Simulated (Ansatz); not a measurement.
# FePt (Tetraferroplatinum): single point with PBE

The system is FePt (Tetraferroplatinum).

```
CELL_PARAMETERS angstrom
2.72350 0.00000 0.00000
0.00000 2.72350 0.00000
0.00000 0.00000 3.72000
ATOMIC_POSITIONS crystal
Pt 0.50000 0.50000 0.50000
Fe 0.00000 0.00000 0.00000
```

```json
{
  "Program": "Ansatz 0.2.0",
  "Task": "single point",
  "Functional": "PBE",
  "Potentials or basis": "all-electron LAPW, scalar-relativistic",
  "Cutoff": "282 eV (chosen from the basis error)",
  "Basis error allowed": "0.001 eV/atom",
  "k mesh": "10 × 10 × 7",
  "Occupations": "gaussian, width 0.024 eV",
  "Spin": "collinear spin, ferromagnetic start",
  "Starting moments": "[0.0, 3.0] μB"
}
```

| Quantity | Value |
| --- | --- |
| Pressure | 3.3 GPa |
| Band gap on the k mesh | none (metal or under the smearing width) |
| Net moment | 3.28 μB per cell |
| Absolute moment | 3.46 μB per cell |
| Site moments | Pt +0.37; Fe +2.97 μB |

Stress tensor (GPa, compression positive):
```
3.20 0.00 0.00
0.00 3.20 0.00
0.00 0.00 3.61
```

Levels at points of the mesh, in eV from the Fermi level:
Spin up:
```csv
k point,band 28,band 29,band 30,band 31,band 32,band 33,band 34,band 35
"(0.00, 0.00, 0.00)",-1.98,-0.57,-0.43,-0.43,2.19,9.69,11.54,11.54
"(0.00, -0.50, 0.00)",-2.58,-2.17,-1.69,0.10,1.97,10.38,10.50,12.42
"(-0.50, -0.50, 0.00)",-0.50,-0.50,0.50,1.52,1.52,7.54,9.93,10.79
```
Spin down:
```csv
k point,band 26,band 27,band 28,band 29,band 30,band 31
"(0.00, 0.00, 0.00)",-0.84,-0.82,0.59,1.66,1.66,1.70
"(0.00, -0.50, 0.00)",-1.44,-1.23,-0.92,0.52,0.68,2.31
"(-0.50, -0.50, 0.00)",1.22,1.64,1.64,1.67,1.71,1.73
```

Wall time 43 s on 2 threads of Arm Neoverse V1, with other jobs on the host, peak memory 0.7 GiB.

Spin-orbit coupling is left out, which matters for the levels of Pt.
